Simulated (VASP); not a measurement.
# Rh (Im-3m) in VASP: further runs, part 2 of 2

VASP 6.6.1.

## 4. Relaxation of cell and atoms, PBE

INCAR reads:

```
PREC = Accurate ; ENCUT = 600
EDIFF = 1E-7 ; ISMEAR = 0
SIGMA = 0.1 ; LREAL = F
LASPH = T ; NELM = 60
ALGO = Fast ; ISIF = 3
LWAVE = F ; LCHARG = F
GGA = PE ; IBRION = 2
NSW = 90 ; EDIFFG = -0.005
```

KPOINTS reads:

```
regular mesh
0
Gamma
  20 20 20
```

POSCAR reads:

```
Rh
1.0
   -1.5110298100      1.5110298100      1.5110298100
    1.5110298100     -1.5110298100      1.5110298100
    1.5110298100      1.5110298100     -1.5110298100
Rh
1
Direct
    0.0000000000      0.0000000000      0.0000000000
```

Potentials or basis: VASP PAW PBE potentials, release 64 (Rh_pv).

Launch:

```sh
cat potpaw_PBE.64/Rh_pv/POTCAR > POTCAR
mpirun -np 1 vasp_std > vasp.out
```

OUTCAR:

```text
PREC = Accurate
   ENCUT = 600
   EDIFF = 1E-7
   ISMEAR = 0
   LREAL = F
   LASPH = T
   NELM = 60
   ISIF = 3
   GGA = PE
   IBRION = 2
   NSW = 90
   EDIFFG = -0.005

 ion  position               nearest neighbor table
   1  0.000  0.000  0.000-

  LATTYP: Found a body centered cubic cell.
 ALAT       =     3.0220596200

  Lattice vectors:

 A1 = (  -1.5110298100,   1.5110298100,   1.5110298100)
 A2 = (   1.5110298100,  -1.5110298100,   1.5110298100)
 A3 = (   1.5110298100,   1.5110298100,  -1.5110298100)

Analysis of symmetry for initial positions (statically):
=====================================================================
 Subroutine PRICEL returns:
[... 621 lines left out ...]
[... ionic steps 4 to 14 ...]

--------------------------------------- Ionic step       15  -------------------------------------------

 number of electron      15.0000000 magnetization

------------------------ aborting loop because EDIFF is reached ----------------------------------------
[... 65 lines left out ...]
--------------------------------------- Ionic step       17  -------------------------------------------

 number of electron      15.0000000 magnetization

 Free energy of the ion-electron system (eV)
  ---------------------------------------------------
  ext. energy  EPLUGINS =         0.00000000
  ---------------------------------------------------
  free energy    TOTEN  =        -6.91214910 eV

  energy without entropy =       -6.89875161  energy(sigma->0) =       -6.90545035

 E-fermi :  10.8385     XC(G=0): -13.6910

 val. band max:       10.8292035938   @ k =   0.3500   0.2500   0.0500
 cond. band min:      10.8425034168   @ k =   0.3000   0.2500   0.0500
 fundamental gap:      0.0132998230
 Fermi energy:        10.8385310400

 k-point     1 :       0.0000    0.0000    0.0000
  band No.  band energies     occupation
      1     -35.1273      2.00000
      2     -35.1273      2.00000
      3     -35.1273      2.00000
      4       3.4235      2.00000
      5       8.0955      2.00000
      6       8.0955      2.00000
      7       8.0955      2.00000
      8      10.4267      2.00000
      9      10.4267      2.00000
     10      29.2833      0.00000
     11      29.2833      0.00000
[... 350 lines left out ...]
  FREE ENERGIE OF THE ION-ELECTRON SYSTEM (eV)
  ---------------------------------------------------
  free  energy   TOTEN  =        -6.9121491013 eV

  energy  without entropy=       -6.8987516068  energy(sigma->0) =       -6.90545035

 reached required accuracy - stopping structural energy minimisation
```

Run time: 2.4 min. Hardware: 1 thread of Intel Xeon Platinum 8488C (Sapphire Rapids), shared host; peak memory 0.19 GiB.

What came out:

- Free energy: -6.9121 eV
- Relaxed volume: 14.46 Å³/atom
- Relaxed cell: a = 2.658 Å, b = 2.658 Å, c = 2.658 Å, α = 109.47°, β = 109.47°, γ = 109.47°
- Space group after relaxing (to 0.05 Å): Im-3m (No. 229)
- Energy gained by relaxing: 24.1 meV/atom
- Ionic steps: 17
- Pressure after relaxing: 0.0 GPa
- Band gap on the k mesh: none (metal or under the smearing width)

The path:
| step | energy change (eV) | largest force (eV/Å) | pressure (GPa) | volume (Å³) |
| --- | --- | --- | --- | --- |
| 1 | 0.0000 | 0.0000 | 12.35 | 13.80 |
| 2 | 0.0773 | 0.0000 | -18.44 | 16.04 |
| 3 | -0.0241 | 0.0000 | -0.36 | 14.48 |
| 4 | -0.0241 | 0.0000 | -0.11 | 14.46 |
| 5 | -0.0241 | 0.0000 | 0.13 | 14.45 |
| 6 | -0.0241 | 0.0000 | 0.16 | 14.45 |
| 7 | -0.0241 | 0.0000 | 0.14 | 14.45 |
| 8 | -0.0241 | 0.0000 | 0.15 | 14.45 |
| 9 | -0.0241 | 0.0000 | 0.15 | 14.45 |
| 10 | -0.0241 | 0.0000 | 0.15 | 14.45 |
| 11 | -0.0241 | 0.0000 | 0.15 | 14.45 |
| 12 | -0.0241 | 0.0000 | 0.15 | 14.45 |
| 13 | -0.0241 | 0.0000 | 0.15 | 14.45 |
| 14 | -0.0241 | 0.0000 | 0.13 | 14.45 |
| 15 | -0.0241 | 0.0000 | 0.12 | 14.45 |
| 16 | -0.0241 | 0.0000 | 0.10 | 14.45 |
| 17 | -0.0241 | 0.0000 | 0.05 | 14.46 |

Final structure:
```cif
data_structure
_symmetry_space_group_name_H-M 'P 1'
_symmetry_Int_Tables_number 1
_cell_length_a 2.6580
_cell_length_b 2.6580
_cell_length_c 2.6580
_cell_angle_alpha 109.471
_cell_angle_beta 109.471
_cell_angle_gamma 109.471
_cell_volume 14.46
loop_
_atom_site_label
_atom_site_type_symbol
_atom_site_fract_x
_atom_site_fract_y
_atom_site_fract_z
_atom_site_occupancy
Rh1 Rh 0.00000 0.00000 0.00000 1
```

## 5. Relaxation of cell and atoms, PBE+D3(BJ)

Edit INCAR of step 4 so:

```diff
@@ -6,3 +6,4 @@
 LWAVE = F ; LCHARG = F
-GGA = PE ; IBRION = 2
-NSW = 90 ; EDIFFG = -0.005
+GGA = PE ; IVDW = 12
+IBRION = 2 ; NSW = 90
+EDIFFG = -0.005
```

KPOINTS is that of step 4.

POSCAR is that of step 4.

Potentials or basis: VASP PAW PBE potentials, release 64 (Rh_pv).

Launch:

```sh
cat potpaw_PBE.64/Rh_pv/POTCAR > POTCAR
mpirun -np 1 vasp_std > vasp.out
```

OUTCAR:

```text
PREC = Accurate
   ENCUT = 600
   EDIFF = 1E-7
   ISMEAR = 0
   LREAL = F
   LASPH = T
   NELM = 60
   ISIF = 3
   GGA = PE
   IVDW = 12
   IBRION = 2
   NSW = 90
   EDIFFG = -0.005
 IVDW          = 12

 ion  position               nearest neighbor table
   1  0.000  0.000  0.000-

  LATTYP: Found a body centered cubic cell.
 ALAT       =     3.0220596200

  Lattice vectors:

 A1 = (  -1.5110298100,   1.5110298100,   1.5110298100)
 A2 = (   1.5110298100,  -1.5110298100,   1.5110298100)
 A3 = (   1.5110298100,   1.5110298100,  -1.5110298100)

Analysis of symmetry for initial positions (statically):
=====================================================================
 Subroutine PRICEL returns:
 Original cell was already a primitive cell.

 Routine SETGRP: Setting up the symmetry group for a
 body centered cubic supercell.

 Subroutine GETGRP returns: Found 48 space group operations
 (whereof 48 operations were pure point group operations)
 out of a pool of 48 trial point group operations.

The static configuration has the point symmetry O_h .

Analysis of symmetry for dynamics (positions and initial velocities):
=====================================================================
 Subroutine PRICEL returns:
 Original cell was already a primitive cell.

 Routine SETGRP: Setting up the symmetry group for a
[... 151 lines left out ...]
  ext. energy  EPLUGINS =         0.00000000
  ---------------------------------------------------
  free energy    TOTEN  =        -6.88804115 eV

  energy without entropy =       -6.87537562  energy(sigma->0) =       -6.88170839

------------------------ aborting loop because EDIFF is reached ----------------------------------------

 Edisp (eV)   -0.64415

 E8    (eV) :    -0.2888
[... 69 lines left out ...]
--------------------------------------- Ionic step        3  -------------------------------------------

 number of electron      14.9999997 magnetization

 Free energy of the ion-electron system (eV)
  ---------------------------------------------------
  ext. energy  EPLUGINS =         0.00000000
  ---------------------------------------------------
  free energy    TOTEN  =        -6.90260717 eV

  energy without entropy =       -6.88967891  energy(sigma->0) =       -6.89614304

 E-fermi :  11.3492     XC(G=0): -13.8784

 val. band max:       11.3411880254   @ k =   0.3500   0.2500   0.0500
 cond. band min:      11.3554156262   @ k =   0.3000   0.2500   0.0500
 fundamental gap:      0.0142276008
 Fermi energy:        11.3491650618

 k-point     1 :       0.0000    0.0000    0.0000
  band No.  band energies     occupation
      1     -34.6546      2.00000
      2     -34.6546      2.00000
      3     -34.6546      2.00000
      4       3.7298      2.00000
      5       8.4803      2.00000
      6       8.4803      2.00000
      7       8.4803      2.00000
      8      10.9122      2.00000
      9      10.9122      2.00000
     10      29.8416      0.00000
     11      29.8416      0.00000
[... 309 lines left out ...]
 k-point    24 :       0.2500    0.1000    0.0000
  band No.  band energies     occupation
      1     -35.1243      2.00000
      2     -34.8146      2.00000
      3     -34.6792      2.00000
      4       6.1031      2.00000
      5       7.5020      2.00000
      6       8.7095      2.00000
      7      10.4485      2.00000
      8      11.1967      1.96899
      9      11.7523      0.00000
     10      26.0156      0.00000
     11      27.8200      0.00000

 [... further k-points ...]

------------------------ aborting loop because EDIFF is reached ----------------------------------------

 Edisp (eV)   -0.63279

 E8    (eV) :    -0.2836
[... 24 lines left out ...]
  FREE ENERGIE OF THE ION-ELECTRON SYSTEM (eV)
  ---------------------------------------------------
  free  energy   TOTEN  =        -7.5353934266 eV

  energy  without entropy=       -7.5224651711  energy(sigma->0) =       -7.52892930

 reached required accuracy - stopping structural energy minimisation
```

OSZICAR:

```text
N       E                     dE             d eps       ncg     rms          rms(c)
DAV:   1     0.126160533949E+03    0.12616E+03   -0.10240E+04  5632   0.163E+03
DAV:   2    -0.567825138145E+01   -0.13184E+03   -0.12667E+03  5791   0.412E+02
DAV:   3    -0.728324099554E+01   -0.16050E+01   -0.15812E+01  6364   0.513E+01
[... 30 lines left out ...]
RMM:   5    -0.690260773957E+01    0.52221E-04   -0.98927E-04  5634   0.493E-01    0.254E-02
RMM:   6    -0.690260550939E+01    0.22302E-05   -0.23193E-04  5660   0.224E-01    0.508E-03
RMM:   7    -0.690260667948E+01   -0.11701E-05   -0.22074E-05  5931   0.633E-02    0.356E-03
RMM:   8    -0.690260725187E+01   -0.57239E-06   -0.47221E-06  5640   0.317E-02    0.170E-03
RMM:   9    -0.690260716593E+01    0.85941E-07   -0.90072E-07  4655   0.146E-02
   3 F= -.75353934E+01 E0= -.75289293E+01  d E =-.320199E-02
```

CONTCAR:

```text
Rh
   1.00000000000000
    -1.5196228211289946    1.5196228211289946    1.5196228211289948
     1.5196228211289946   -1.5196228211289946    1.5196228211289948
     1.5196228211289946    1.5196228211289946   -1.5196228211289948
  Rh
     1
Direct
     0.0000000000000000    0.0000000000000000    0.0000000000000000

  0.00000000E+00  0.00000000E+00  0.00000000E+00
```

It took 62 s on 1 thread of Intel Xeon Platinum 8488C (Sapphire Rapids), shared host; peak memory 0.19 GiB.

Results:

* Free energy: -7.5354 eV
* Relaxed volume: 14.04 Å³/atom
* Relaxed cell: a = 2.632 Å, b = 2.632 Å, c = 2.632 Å, α = 109.47°, β = 109.47°, γ = 109.47°
* Space group after relaxing (to 0.05 Å): Im-3m (No. 229)
* Energy gained by relaxing: 3.2 meV/atom
* Ionic steps: 3
* Pressure after relaxing: -0.1 GPa
* Band gap on the k mesh: none (metal or under the smearing width)
* Dispersion energy per atom: -0.633 eV

The path:
```
step  energy change (eV)  largest force (eV/Å)  pressure (GPa)  volume (Å³)
   1              0.0000                0.0000            4.53        13.80
   2              0.0134                0.0000           -9.14        14.59
   3             -0.0032                0.0000           -0.05        14.04
```

Final structure:
```xyz
1
Lattice="-1.5196 1.5196 1.5196 1.5196 -1.5196 1.5196 1.5196 1.5196 -1.5196" Properties=species:S:1:pos:R:3 pbc="T T T"
Rh    0.0000    0.0000    0.0000
```

Levels at points of the mesh, in eV from the Fermi level:
| k point | band 4 | band 5 | band 6 | band 7 | band 8 | band 9 | band 10 | band 11 |
| --- | --- | --- | --- | --- | --- | --- | --- | --- |
| (0.00, 0.00, 0.00) | -7.62 | -2.87 | -2.87 | -2.87 | -0.44 | -0.44 | 18.49 | 18.49 |
| (0.50, 0.00, 0.00) | -5.77 | -4.37 | -0.50 | -0.09 | 1.35 | 1.61 | 9.34 | 14.63 |
| (0.50, 0.50, 0.50) | -5.78 | -5.78 | 1.10 | 1.10 | 1.10 | 9.49 | 9.49 | 9.49 |

Caveat: pairwise dispersion overbinds metals, which lowers pressure and volume.

## 6. Overview

```csv
level,potentials or basis,gap on the mesh (eV),pressure (GPa),relaxed volume (Å³/atom)
PBEsol,"VASP PAW PBE potentials, release 64 (Rh_pv)",none,0.0,13.88
LDA,"VASP PAW LDA potentials, release 64 (Rh_pv)",none,0.0,13.62
PBE,"VASP PAW PBE potentials, release 64 (Rh_pv)",none,0.0,14.46
PBE+D3(BJ),"VASP PAW PBE potentials, release 64 (Rh_pv)",none,-0.1,14.04
```

Alike in all rows: task relaxation of cell and atoms; no spin polarisation; cell relaxed; k mesh 20 × 20 × 20; cutoff (eV) 600; smearing gaussian 0.1 eV.

Caveats: the PAW data sets were made with another functional, which shifts forces and pressure a little (some runs); pairwise dispersion overbinds metals, which lowers pressure and volume (some runs).

Total energies depend on the potentials used, so only differences within one code and one set of settings carry meaning.
